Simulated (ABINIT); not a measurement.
Crystal: Ge.

```xyz
2
Lattice="-2.5745 2.5745 1.3974 2.5745 -2.5745 1.3974 2.5745 2.5745 -1.3974" Properties=species:S:1:pos:R:3 pbc="T T T"
Ge    0.0000    0.0000    1.3974
Ge    2.5745    0.0000    0.6987
```

This isn't the form of Ge at room conditions, which is diamond.

| Property | Result |
| --- | --- |
| Program | ABINIT 10.8.3 (patched build) |
| Task | relaxation of cell and atoms |
| Functional | PBE |
| Dispersion | D3 |
| Potentials or basis | JTH PAW PBE v2.0 |
| Cutoff | 599 eV |
| k mesh | 9 × 9 × 9 |
| Occupations | fermi-dirac, width 0.05 eV |
| Spin | no spin polarisation |

At the start: pressure 1.9 GPa; volume 18.52 Å³/atom.

Problem. How do energy, volume and symmetry change on relaxing?

Solution. Over 5 steps the energy falls by 3.0 meV/atom and the volume is 19.02 Å³/atom (+2.7 %); space group I4_1/amd (No. 141, to 0.05 Å).

Step by step:
```tsv
step	energy change (eV)	largest force (eV/Å)	pressure (GPa)	volume (Å³)
1	0.0000	0.0000	1.93	37.05
2	-0.0023	0.0000	1.48	37.27
3	-0.0059	0.0000	0.03	38.01
4	-0.0059	0.0000	-0.01	38.03
5	-0.0059	0.0000	0.00	38.03
```

Final structure:
```xyz
2
Lattice="-2.5935 2.5935 1.4137 2.5935 -2.5935 1.4137 2.5935 2.5935 -1.4137" Properties=species:S:1:pos:R:3 pbc="T T T"
Ge    0.0000    0.0000    1.4137
Ge    2.5935    0.0000    0.7068
```

Caveat: pairwise dispersion overbinds metals, which lowers pressure and volume.
